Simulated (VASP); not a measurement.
Ta2N under changes of volume

One of the cells (13.895 Å³/atom); the others are scaled copies at fixed shape and fractional positions:

```
Ta N
1.0
     3.13348    0.00000    0.00000
    -1.56674    2.71367    0.00000
     0.00000    0.00000    4.90209
Ta N
2 1
Direct
  0.33333 0.66667 0.25471
  0.66667 0.33333 0.74529
  0.00000 0.00000 0.00000
```

The cell comes from a database or a generator and needn't be the stable form of this composition.

```yaml
Program: VASP 6.6.1
Functional: PBEsol
Potentials_or_basis: VASP PAW PBE potentials, release 64 (Ta_pv, N)
Cutoff: 520 eV
k_mesh: 10 × 10 × 6
Occupations: fermi-dirac, width 0.05 eV
Spin: no spin polarisation
```

```tsv
volume (Å³/atom)	energy over the lowest point (meV/atom)	pressure (GPa)	largest force (eV/Å)
12.805	?	?	?
13.077	0.15	3.2	0.006
13.350	0.00	-3.0	0.133
13.895	28.87	-13.7	0.355
14.167	55.89	-18.2	0.451
14.439	90.15	-22.2	0.538
```

Question: What does the run at 12.805 Å³/atom give?

Answer: Energy over the lowest point 11.56 meV/atom; pressure 10.2 GPa; largest force 0.135 eV/Å.

Worked out: A Birch-Murnaghan fit of order 3 (a polynomial in V^(-2/3)) to the other rows has its minimum at 13.22 Å³/atom with B0 = V·E''(V) = 302 GPa and B' = 4.3 at fixed shape and positions, which overstates the stiffness. It gives 11.50 meV/atom at 12.805 Å³/atom, against the run's 11.56, and -dE/dV = 10.2 GPa, against 10.2.

Energies are extrapolated to zero smearing.

Caveats: the PAW data sets were made with another functional, which shifts forces and pressure a little.
